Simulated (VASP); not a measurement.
## SnO2: relaxation of cell and atoms with PBEsol

Crystal: SnO2.

```
CELL_PARAMETERS angstrom
5.17526 0.00000 0.00000
0.00000 5.17526 0.00000
0.00000 0.00000 5.17526
ATOMIC_POSITIONS crystal
Sn 0.00000 0.50000 0.50000
Sn 0.50000 0.50000 0.00000
Sn 0.50000 0.00000 0.50000
Sn 0.00000 0.00000 0.00000
O 0.33890 0.16110 0.83890
O 0.16110 0.83890 0.33890
O 0.83890 0.33890 0.16110
O 0.66110 0.66110 0.66110
O 0.33890 0.33890 0.33890
O 0.16110 0.66110 0.83890
O 0.83890 0.16110 0.66110
O 0.66110 0.83890 0.16110
```

Measurements of this composition are mostly on another form, of space group No. 136.

```json
{
 "Program": "VASP 6.6.1",
 "Task": "relaxation of cell and atoms",
 "Functional": "PBEsol",
 "Potentials or basis": "VASP PAW PBE potentials, release 64 (Sn_d, O)",
 "Cutoff": "600 eV",
 "k mesh": "6 × 6 × 6",
 "Occupations": "gaussian, width 0.02 eV",
 "Spin": "no spin polarisation",
 "Further INCAR settings": "ALGO = Normal; EDIFF = 1e-07; IBRION = 2; EDIFFG = -0.005; NSW = 90; ISIF = 3"
}
```

```json
{
 "Relaxed volume": "11.16 Å³/atom",
 "Relaxed cell": "a = 5.116 Å, b = 5.116 Å, c = 5.116 Å, α = 90.00°, β = 90.00°, γ = 90.00°",
 "Space group after relaxing (to 0.05 Å)": "Pa-3 (No. 205)",
 "Energy gained by relaxing": "8.5 meV/atom",
 "Ionic steps": "8",
 "Pressure after relaxing": "0.0 GPa",
 "Largest force after relaxing": "0.004 eV/Å",
 "Band gap on the k mesh": "0.82 eV, indirect (least direct gap 0.90 eV)"
}
```

Forces in eV/Å, atoms in the order of the input:
```
Sn   0.000  0.000  0.000
Sn   0.000  0.000  0.000
Sn   0.000  0.000  0.000
Sn   0.000  0.000  0.000
O    0.002 -0.002  0.002
O   -0.002  0.002  0.002
O    0.002  0.002 -0.002
O   -0.002 -0.002 -0.002
O    0.002  0.002  0.002
O   -0.002 -0.002  0.002
O    0.002 -0.002 -0.002
O   -0.002  0.002 -0.002
```

The path:
```tsv
step	energy change (eV)	largest force (eV/Å)	pressure (GPa)	volume (Å³)
1	0.0000	0.0211	-6.76	138.61
2	0.0247	0.0550	8.67	129.06
3	-0.1023	0.0127	-0.05	133.96
4	-0.1023	0.0135	0.09	133.87
5	-0.1024	0.0108	-0.10	133.98
6	-0.1024	0.0111	-0.07	133.97
7	-0.1025	0.0086	-0.05	133.95
8	-0.1025	0.0037	-0.02	133.92
```

Final structure:
```
CELL_PARAMETERS angstrom
5.11615 0.00000 0.00000
0.00000 5.11615 0.00000
0.00000 0.00000 5.11615
ATOMIC_POSITIONS crystal
Sn 0.00000 0.50000 0.50000
Sn 0.50000 0.50000 0.00000
Sn 0.50000 0.00000 0.50000
Sn 0.00000 0.00000 0.00000
O 0.33918 0.16082 0.83918
O 0.16082 0.83918 0.33918
O 0.83918 0.33918 0.16082
O 0.66082 0.66082 0.66082
O 0.33918 0.33918 0.33918
O 0.16082 0.66082 0.83918
O 0.83918 0.16082 0.66082
O 0.66082 0.83918 0.16082
```

Levels at points of the mesh, in eV from the valence-band top:
```tsv
k point	band 50	band 51	band 52	band 53	band 54	band 55
(0.00, 0.00, 0.00)	-0.08	-0.08	-0.08	0.82	6.03	6.03
(0.50, 0.00, 0.00)	-0.48	-0.01	-0.01	3.90	3.90	5.07
(0.50, 0.50, 0.00)	-0.33	-0.33	-0.33	4.77	4.77	4.77
(0.50, 0.50, 0.50)	-0.65	-0.65	-0.65	5.28	5.28	5.28
```

Wall time 12 min on 1 thread of Intel(R) Xeon(R) 6975P-C (Granite Rapids), on a shared host, peak memory 0.39 GiB.

Caveat: the PAW data sets were made with another functional, which shifts forces and pressure a little; spin-orbit coupling is left out, which moves the levels of the heavy elements. A k mesh can miss the band edges.
